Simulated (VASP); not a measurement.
Write the native input for VASP 6.6.1 that does the following.

```yaml
Task: single point
Functional: PBEsol
Potentials_or_basis: VASP PAW PBE potentials, release 64 (Sr_sv)
Cutoff: 520 eV
k_mesh: 12 × 12 × 6
Occupations: gaussian, width 0.1 eV
Spin: no spin polarisation
Dipole_correction: no
Further_INCAR_settings: ALGO = Fast; EDIFF = 1e-06; NBANDS = 17
```

The structure of Sr lies in POSCAR:

```
Sr
1.0
    2.0881021048     -3.6292550135      0.0000000000
    2.0881021048      3.6292550135      0.0000000000
    0.0000000000      0.0000000000      6.9065622633
Sr
2
Direct
    0.8343933891      0.1656066109      0.7500000000
    0.1656066109      0.8343933891      0.2500000000
```

This isn't the form of Sr at room conditions, which is fcc.

The cell isn't the ideal one: Rb -> Sr on all its sites, cell and atoms relaxed.

One way to write it, as run:

INCAR

```
ALGO     = Fast           # electronic algorithm
EDIFF    = 1E-6           # SCF threshold, eV
ENCUT    = 520            # plane-wave cutoff, eV
GGA      = PS             # functional
ISIF     = 2              # what is computed and relaxed
ISMEAR   = 0              # smearing method
LASPH    = True           # aspherical terms in the spheres
LCHARG   = False          # write CHGCAR
LREAL    = False          # projectors in reciprocal space
LWAVE    = False          # write WAVECAR
NBANDS   = 17             # bands
NELM     = 100            # most SCF steps
PREC     = Accurate       # precision mode
SIGMA    = 0.1            # smearing width, eV
```

KPOINTS

```
k-points
0
Gamma
  12 12 6
```

Potentials or basis: VASP PAW PBE potentials, release 64 (Sr_sv).

The run is started by

```sh
$ cat potpaw_PBE.64/Sr_sv/POTCAR > POTCAR
$ mpirun -np 1 vasp_std > vasp.out
```

Results of the run:

The pressure is 0.0 GPa. The band gap on the k mesh is none (metal or under the smearing width).

Caveat: the PAW data sets were made with another functional, which shifts forces and pressure a little.

Run time: 2.5 min on 1 thread of Intel(R) Xeon(R) Platinum 8559C (Emerald Rapids), with other jobs on the host, peak memory 0.41 GiB.
